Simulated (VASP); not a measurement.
VASP 6.6.1, LDA single-point calculation, InSb (rocksalt)

INCAR

```
NSW = 0
GGA = CA
LWAVE = .FALSE.
ENCUT = 520
LASPH = .TRUE.
SIGMA = 0.02
ISIF = 2
LREAL = .FALSE.
PREC = Accurate
IBRION = -1
NELM = 120
EDIFF = 1E-7
ISMEAR = -1
NBANDS = 16
LCHARG = .FALSE.
```

KPOINTS

```
KPOINTS created by Atomic Simulation Environment
0
Gamma
8 8 8
0 0 0
```

KPOINTS_OPT

```
special points
7
Reciprocal
0.0000000000 0.0000000000 0.0000000000 1
0.5000000000 0.0000000000 0.5000000000 1
0.5000000000 0.2500000000 0.7500000000 1
0.3750000000 0.3750000000 0.7500000000 1
0.5000000000 0.5000000000 0.5000000000 1
0.6250000000 0.2500000000 0.6250000000 1
0.1875000000 0.1875000000 0.3750000000 1
```

POSCAR

```
In Sb
 1.0000000000000000
    -0.0000000000000000    3.0422106455851798    3.0422106455851798
     3.0422106455851798    0.0000000000000000    3.0422106455851798
     3.0422106455851798    3.0422106455851798    0.0000000000000000
 In  Sb
   1   1
Cartesian
 -0.0000000000000000 -0.0000000000000000  0.0000000000000000
  3.0422106455851798  3.0422106455851798  3.0422106455851798
```

VASP ran with the recommended LDA PAW datasets (18 valence electrons in the cell).

From OUTCAR

```
k-points           NKPTS =     29   k-points in BZ     NKDIM =     29   number of bands    NBANDS=     16

   NELECT =      18.0000    total number of electrons

   dimension x,y,z NGX =    32 NGY =   32 NGZ =   32
   dimension x,y,z NGXF=    64 NGYF=   64 NGZF=   64

  energy-cutoff  :      520.00
  volume of cell :       56.31
      direct lattice vectors                 reciprocal lattice vectors
     0.000000000  3.042210646  3.042210646    -0.164354168  0.164354168  0.164354168
     3.042210646  0.000000000  3.042210646     0.164354168 -0.164354168  0.164354168
     3.042210646  3.042210646  0.000000000     0.164354168  0.164354168 -0.164354168

 k-points in reciprocal lattice and weights: KPOINTS created by Atomic Simulation Env
   0.00000000  0.00000000  0.00000000       0.002
   0.12500000  0.00000000  0.00000000       0.016
   0.25000000  0.00000000  0.00000000       0.016
   0.37500000  0.00000000  0.00000000       0.016
   0.50000000  0.00000000  0.00000000       0.008
   0.12500000  0.12500000  0.00000000       0.012
   0.25000000  0.12500000  0.00000000       0.047
   0.37500000  0.12500000  0.00000000       0.047
   ...

 E-fermi :   6.6663

 k-point     1 :       0.0000    0.0000    0.0000
  band No.  band energies     occupation
      1      -7.6002      2.00000
      2      -7.6002      2.00000
      3      -7.5659      2.00000
      4      -7.5659      2.00000
      5      -7.5659      2.00000
      6      -4.4060      2.00000
      7       6.2779      2.00000
      8       6.6555      1.26377
      9       6.6555      1.26377
     10       6.6555      1.26376
     11      12.7840      0.00000
     12      12.7840      0.00000
     13      12.7840      0.00000
     14      12.9471      0.00000
     15      12.9471      0.00000
     16      12.9471      0.00000

 k-point     2 :       0.1250    0.0000    0.0000
  band No.  band energies     occupation
      1      -7.6048      2.00000
      2      -7.6048      2.00000
      3      -7.5660      2.00000
      4      -7.5621      2.00000
      5      -7.5621      2.00000
      6      -4.2365      2.00000
      7       4.5335      2.00000
      8       6.6791      0.69123
      9       6.6791      0.69123
     10       8.0410      0.00000
     11      11.8707      0.00000
     12      11.8772      0.00000
     13      11.8772      0.00000
     14      12.8932      0.00000
     15      13.3292      0.00000
     16      13.3292      0.00000

 k-point     3 :       0.2500    0.0000    0.0000
  band No.  band energies     occupation
      1      -7.6173      2.00000
      2      -7.6173      2.00000
      3      -7.5668      2.00000
      4      -7.5515      2.00000
      5      -7.5515      2.00000
      6      -3.7455      2.00000
      7       2.6138      2.00000
      8       6.7745      0.00890
      9       6.7745      0.00890
     10       8.7903      0.00000
     11      10.5864      0.00000
     12      10.5864      0.00000
     13      10.9252      0.00000
     14      13.4350      0.00000
     15      14.2792      0.00000
     16      14.2792      0.00000

 k-point     4 :       0.3750    0.0000    0.0000
  band No.  band energies     occupation
      1      -7.6305      2.00000
      2      -7.6305      2.00000
      3      -7.5682      2.00000
      4      -7.5400      2.00000
      5      -7.5400      2.00000
      6      -3.0305      2.00000
      7       0.9772      2.00000
      8       6.9538      0.00000
      9       6.9538      0.00000
     10       8.9080      0.00000
     11       9.5837      0.00000
     12       9.5837      0.00000
     13      10.2502      0.00000
     14      15.0730      0.00000
     15      15.7211      0.00000
     16      15.7211      0.00000

 k-point     5 :       0.5000    0.0000    0.0000
  band No.  band energies     occupation
      1      -7.6361      2.00000
      2      -7.6361      2.00000
      3      -7.5690      2.00000
      4      -7.5352      2.00000
      5      -7.5352      2.00000
      6      -2.5602      2.00000
      7       0.1902      2.00000
      8       7.0747      0.00000
      9       7.0747      0.00000
     10       8.9045      0.00000
     11       9.1747      0.00000
     12       9.1747      0.00000
     13      10.0010      0.00000
     14      16.8093      0.00000
     15      17.1226      0.00000
     16      17.1226      0.00000

 k-point     6 :       0.1250    0.1250    0.0000
  band No.  band energies     occupation
      1      -7.6160      2.00000
      2      -7.5972      2.00000
      3      -7.5691      2.00000
      4      -7.5596      2.00000
      5      -7.5596      2.00000
      6      -4.1774      2.00000
      7       4.6105      2.00000
      8       6.2391      2.00000
      9       6.2391      2.00000
     10       8.7413      0.00000
     11      10.4857      0.00000
     12      11.8907      0.00000
     13      12.7269      0.00000
     14      12.7269      0.00000
     15      14.0916      0.00000
     16      14.0916      0.00000

 k-point     7 :       0.2500    0.1250    0.0000
  band No.  band energies     occupation
      1      -7.6339      2.00000
      2      -7.6010      2.00000
      3      -7.5701      2.00000
      4      -7.5526      2.00000
      5      -7.5498      2.00000
      6      -3.7864      2.00000
      7       3.2218      2.00000
      8       5.9910      2.00000
      9       6.2715      2.00000
     10       8.5376      0.00000
     11      10.3022      0.00000
     12      11.6840      0.00000
     13      12.1747      0.00000
     14      12.6034      0.00000
     15      14.7796      0.00000
     16      14.9872      0.00000

 k-point     8 :       0.3750    0.1250    0.0000
  band No.  band energies     occupation
      1      -7.6486      2.00000
      2      -7.6143      2.00000
      3      -7.5680      2.00000
      4      -7.5456      2.00000
      5      -7.5380      2.00000
      6      -3.1269      2.00000
      7       1.5845      2.00000
      8       6.0228      2.00000
      9       6.2421      2.00000
     10       7.8227      0.00000
     11      10.4108      0.00000
     12      11.1136      0.00000
     13      11.8419      0.00000
     14      12.9810      0.00000
     15      16.0994      0.00000
     16      16.3389      0.00000

 k-point     9 :       0.5000    0.1250    0.0000
  band No.  band energies     occupation
      1      -7.6519      2.00000
      2      -7.6274      2.00000
      3      -7.5656      2.00000
      4      -7.5404      2.00000
      5      -7.5331      2.00000
      6      -2.4886      2.00000
      7       0.4543      2.00000
      8       5.7976      2.00000
      9       6.3512      2.00000
     10       7.8646      0.00000
     11      10.2044      0.00000
     12      10.2279      0.00000
     13      11.7982      0.00000
     14      14.6340      0.00000
     15      17.1705      0.00000
     16      17.2523      0.00000

 k-point    10 :      -0.3750    0.1250    0.0000
  band No.  band energies     occupation
      1      -7.6419      2.00000
      2      -7.6328      2.00000
      3      -7.5645      2.00000
      4      -7.5398      2.00000
      5      -7.5378      2.00000
      6      -2.6605      2.00000
      7       0.7108      2.00000
      8       5.3999      2.00000
      9       6.8903      0.00003
     10       8.4173      0.00000
     11       9.6169      0.00000
     12      10.0013      0.00000
     13      12.1266      0.00000
     14      14.9356      0.00000
     15      15.4720      0.00000
     16      17.0231      0.00000

 k-point    11 :      -0.2500    0.1250    0.0000
  band No.  band energies     occupation
      1      -7.6281      2.00000
      2      -7.6238      2.00000
      3      -7.5652      2.00000
      4      -7.5486      2.00000
      5      -7.5451      2.00000
      6      -3.3740      2.00000
      7       2.0422      2.00000
      8       5.3351      2.00000
      9       7.2891      0.00000
     10       9.3252      0.00000
     11       9.6311      0.00000
     12       9.7557      0.00000
     13      12.3496      0.00000
     14      13.7173      0.00000
     15      14.0868      0.00000
     16      16.5749      0.00000

 k-point    12 :      -0.1250    0.1250    0.0000
  band No.  band energies     occupation
      1      -7.6168      2.00000
      2      -7.6080      2.00000
      3      -7.5664      2.00000
      4      -7.5584      2.00000
      5      -7.5540      2.00000
      6      -3.9565      2.00000
      7       3.5314      2.00000
      8       5.7853      2.00000
      9       7.1343      0.00000
     10       9.0411      0.00000
     11      10.5281      0.00000
     12      10.5726      0.00000
     13      12.0644      0.00000
     14      13.3379      0.00000
     15      13.5463      0.00000
     16      14.8376      0.00000

 ...

  Total       -0.9013792     -0.9013792     -0.9013792     -0.0000000     -0.0000000      0.0000000
  in kB      -25.6460367    -25.6460367    -25.6460367     -0.0000000     -0.0000000      0.0000000
  external PRESSURE =     -25.6460367 kB  Pullay stress =       0.0000000 kB

 POSITION                                       TOTAL-FORCE (eV/Angst)
 -----------------------------------------------------------------------------------
      0.00000      0.00000      0.00000        -0.000000      0.000000     -0.000000
      3.04221      3.04221      3.04221         0.000000     -0.000000      0.000000
 -----------------------------------------------------------------------------------
    total drift:                                0.000000     -0.000000     -0.000000

  FREE ENERGIE OF THE ION-ELECTRON SYSTEM (eV)
  ---------------------------------------------------
  free  energy   TOTEN  =        -8.0477203076 eV

  energy  without entropy=       -8.0454412444  energy(sigma->0) =       -8.04658078
```

The gap between bands v and c is -2.77 eV (bands overlap: a metal) and the least direct gap is 0.00 eV. The pressure is -2.6 GPa.

Band v is the last that the valence electrons fill when counted band by band, and c is the next.
